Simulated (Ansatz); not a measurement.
ZrB2 under changes of volume

One of the cells (10.249 Å³/atom); the others are scaled copies at fixed shape and fractional positions:

```
Zr B
1.0
     3.17000    0.00000    0.00000
    -1.58500    2.74530    0.00000
     0.00000    0.00000    3.53300
Zr B
1 2
Direct
  0.00000 0.00000 0.00000
  0.66667 0.33333 0.50000
  0.33333 0.66667 0.50000
```

| Quantity | Value |
| --- | --- |
| Program | Ansatz 0.2.0 |
| Functional | LDA |
| Potentials or basis | all-electron LAPW, scalar-relativistic |
| Cutoff | 258 eV (chosen from the basis error) |
| Basis error allowed | 0.002 eV/atom |
| k mesh | 10 × 10 × 8 |
| Occupations | fermi-dirac, width 0.05 eV |
| Spin | no spin polarisation |

| volume (Å³/atom) | energy over the lowest point (meV/atom) | pressure (GPa) |
| --- | --- | --- |
| 9.634 | 5.28 | 7.1 |
| 9.839 | 0.00 | 1.3 |
| 10.044 | 1.82 | -4.0 |
| 10.249 | 10.07 | -8.8 |
| 10.454 | 24.11 | -13.1 |
| 10.659 | ? | ? |
| 10.864 | 67.42 | -20.5 |

What does the run at 10.659 Å³/atom give?

Energy over the lowest point 43.39 meV/atom; pressure -17.0 GPa.

Worked out: A Birch-Murnaghan fit of order 3 (a polynomial in V^(-2/3)) to the other rows has its minimum at 9.89 Å³/atom with B0 = V·E''(V) = 261 GPa and B' = 3.9 at fixed shape and positions, which overstates the stiffness. It gives 43.40 meV/atom at 10.659 Å³/atom, against the run's 43.39, and -dE/dV = -17.0 GPa, against -17.0.

Energies are extrapolated to zero smearing.
